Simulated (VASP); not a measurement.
Write the native input for VASP 6.6.1 that does the following.

```
Task                   : single point
Functional             : PBE
Potentials or basis    : VASP PAW PBE potentials, release 64 (Al, Fe)
Cutoff                 : 520 eV
k mesh                 : 16 × 16 × 16
Occupations            : gaussian, width 0.05 eV
Spin                   : no spin polarisation
Dipole correction      : no
Further INCAR settings : ALGO = Normal; EDIFF = 1e-07; NBANDS = 12
```

The structure of AlFe lies in POSCAR:

```
AlFe
1.0
    2.9100000000      0.0000000000      0.0000000000
    0.0000000000      2.9100000000      0.0000000000
    0.0000000000      0.0000000000      2.9100000000
Al Fe
1 1
Direct
    0.0000000000      0.0000000000      0.0000000000
    0.5000000000      0.5000000000      0.5000000000
```

The input as run:

INCAR

```
PREC = Accurate ; ENCUT = 520
EDIFF = 1E-7 ; ISMEAR = 0
SIGMA = 0.05 ; LREAL = False
LASPH = True ; NELM = 80
ALGO = Normal ; ISIF = 2
LWAVE = False ; LCHARG = True
GGA = PE ; LELF = True
LVHAR = True ; NBANDS = 12
```

KPOINTS

```
regular mesh
0
Gamma
  16 16 16
```

Potentials or basis: VASP PAW PBE potentials, release 64 (Al, Fe).

The run is started by

```sh
$ cat potpaw_PBE.64/Al/POTCAR potpaw_PBE.64/Fe/POTCAR > POTCAR
$ mpirun -np 1 vasp_std > vasp.out
```

Results of the run:

| Property | Result |
| --- | --- |
| Pressure | -7.1 GPa |
| Band gap on the k mesh | none (metal or under the smearing width) |

It took 18 s on 1 thread of Intel(R) Xeon(R) 6975P-C (Granite Rapids), with other jobs on the host, peak memory 0.18 GiB.
